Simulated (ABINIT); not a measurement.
Crystal: CdSe.

```
Cd Se
1.0
     0.00000    3.07027    3.07027
     3.07027    0.00000    3.07027
     3.07027    3.07027    0.00000
Cd Se
1 1
Direct
  0.00000 0.00000 0.00000
  0.25000 0.25000 0.25000
```

Measurements of this composition are mostly on another form, of space group No. 186.

Base run:

```yaml
Program: ABINIT 10.8.3 (patched build)
Functional: r2SCAN
Potentials_or_basis: PseudoDojo NC SR PBE v0.4.1 standard
Cutoff: 1742 eV
k_mesh: 5 × 5 × 5
Occupations: fermi-dirac, width 0.05 eV
Spin: no spin polarisation
```

Its results: band gap on the k mesh 0.91 eV, direct; pressure -0.8 GPa.

Question: The run is repeated on the same cell with these changes: potentials or basis from PseudoDojo NC SR PBE v0.4.1 standard to JTH PAW PBE v2.0; cutoff from 1742 eV to 707 eV; valence electrons from 36 to 18. What comes out?

Answer: Band gap on the k mesh 1.01 eV, direct; pressure -0.3 GPa.

Caveats: a meta-GGA on potentials with a model core is unreliable (some runs); the potentials were made for another functional, which shifts forces and pressure (some runs); the PAW data sets were made with another functional, which shifts forces and pressure a little (some runs).
